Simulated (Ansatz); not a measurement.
**Effective masses and thermopower of BaSnO3 under load (space group P4/mmm)**

```
BaSnO3
1.0
    4.11401     0.00000     0.00000
    0.00000     4.11401     0.00000
    0.00000     0.00000     4.15678
Ba Sn O
1 1 3
Direct
  0.50000   0.50000   0.50000
  0.00000   0.00000   0.00000
  0.00000   0.50000   0.00000
  0.50000   0.00000   0.00000
  0.00000   0.00000   0.50000
```

Level of theory: PBEsol with spin-orbit coupling, rigid bands (plane waves, PAW; Ansatz, a first-principles code). Condition of this run: uniaxial stress zz = -2 GPa (compression positive) (the target of the relaxation). Geometry: cell and atoms relaxed with PBEsol, then loaded as said.

The band gap comes out as 0.80 eV, the electron conductivity mass (300 K, dilute) is 0.166 mₑ and the hole conductivity mass (300 K, dilute) is 1.74 (x), 1.74 (y), 2.4 (z) mₑ. The effective density of states N_c (300 K) is 1.7e18 cm⁻³ and the effective density of states N_v (300 K) is 2.7e20 cm⁻³. The density-of-states mass, electrons comes out as 0.163 mₑ. The density-of-states mass, holes is 4.8 mₑ, the Seebeck coefficient, n-type 1e19 cm⁻³, 300 K is -98 μV/K and the best n-type power factor at 300 K for τ = 10 fs (best axis; densities from 1e16 to 1e21 cm⁻³ tried, whether or not they can be reached) is 1.55 μW/(cm·K²) at 1e19 cm⁻³. The Seebeck coefficient, p-type 1e19 cm⁻³, 300 K comes out as 530 μV/K.

Rigid bands; masses and Seebeck coefficients take one relaxation time τ for all states and one kind of carrier; polarons and phonon drag are left out.
